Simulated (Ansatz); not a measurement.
Charge transition levels of the Zn interstitial in ZnS, term by term

These are results of Ansatz 0.2.0, DFT PBE, scalar-relativistic, plane waves, PAW, not measurements. Settings: 420 eV cutoff, 2×2×2 k-mesh, shifted by half a step, Gaussian smearing of 0.01 eV, collinear spin in charge +1 alone.

Host crystal, relaxed:

```
CELL_PARAMETERS angstrom
0.00000 2.72115 2.72115
2.72115 0.00000 2.72115
2.72115 2.72115 0.00000
ATOMIC_POSITIONS crystal
Zn 0.00000 0.00000 0.00000
S 0.25000 0.25000 0.25000
```

The Zn interstitial was set at (0.500, 0.500, 0.500) of the host cell, in a supercell of 32 sites (645 Å³), relaxed at fixed cell in each charge q, from a start with the atoms near it displaced at random. The host's Kohn–Sham gap is 2.02 eV and its static dielectric constant 9.4 (mean). For each charge: the supercell's free energy over the neutral one with q electrons exchanged at the valence band top, F(q) − F(0) + qE_v; the image-charge term; and the term that aligns the potential far from the defect with the host's.

| q | F(q) − F(0) + qE_v (eV) | image charge (eV) | alignment (eV) |
| --- | --- | --- | --- |
| +2 | -5.368 | 1.027 | 0.467 |
| +1 | -2.549 | 0.257 | 0.293 |
| 0 | 0.000 | 0.000 | 0.000 |

Task: Add the terms and find the levels between neighbouring charges, ε(q/q′) = [A(q′) − A(q)]/(q − q′), with and without the two corrections.

Result: A(q): -3.874 eV for +2, -1.999 eV for +1, 0.000 eV for 0.
| level | corrected (eV over E_v) | uncorrected (eV) |
| --- | --- | --- |
| (+2/+1) | 1.87 | 2.82 |
| (+1/0) | 2.00 | 2.55 |

As a check, a point charge in a simple cubic cell of this volume has q²αe²/(2εL) = 0.252 q² eV (e² = 14.40 eV Å, α = 2.837, L = 8.64 Å); the shape of the real cell can change it somewhat. The term grows as q², so it pushes donor levels down and acceptor levels up. The program doubts the alignment for q = +2, so levels beside it are uncertain by about that term.

Task: Which of these charges is lowest with the Fermi level at the valence band top, at mid-gap and at the conduction band bottom?

Result: The line A(q) + qE_F that lies lowest gives the charge: +2 at E_F = 0.00 eV, +2 at E_F = 1.01 eV, 0 at E_F = 2.02 eV. In charge +1 the cell has partly filled levels, from a carrier spread over the host's bands, a defect level that the small cell broadens into a band, or a degenerate defect level, so the levels beside it are doubtful. Without the alignment that the program doubts, the level (+2/+1) would lie at 2.34 eV, outside the gap, so these runs don't decide whether the defect changes charge there. Charges beyond those computed could lie lower near the band edges.

Task: The neutral defect forms at 3.74 eV with atoms taken from and returned to the elements. What are the formation energies at those three Fermi levels, and what share of sites would hold the defect at 1200 K with E_F at mid-gap, if the host still stood at that temperature?

Result: E_f = E_f(0) + A(q) + qE_F = -0.14, 1.88, 3.74 eV. In the dilute limit the share is exp(−E_f/k_BT) = exp(−1.882/0.1034) = 1.2×10⁻⁸, leaving out degeneracy and vibrational entropy. A negative value marks a Fermi level that can't be reached at these chemical potentials: the defect would form first and pull it back. This is the Zn-rich limit; a poorer supply of Zn, or a competing compound of it, raises E_f. The small cell and the narrow Kohn–Sham gap leave errors of tenths of an eV or more, which change the share by orders of magnitude.